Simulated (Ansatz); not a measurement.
## Zinc-blende InN (metastable phase)

Computed with PBEsol in Ansatz (plane waves, PAW).

Run with plane-wave cutoff 500 eV, 10×12×1 k mesh (along the axes of the cell as run), Fermi–Dirac smearing 0.05 eV, scalar-relativistic PAW data made under PBE.

Cell: relaxed at this level.

* **surface energy of the (110) face**: 1.46 J/m²
* **work function of the (110) face**: 5.03 eV

The slab of 16 atoms is relaxed and unreconstructed.

Spin–orbit coupling is not included.

Ansatz is a first-principles code.
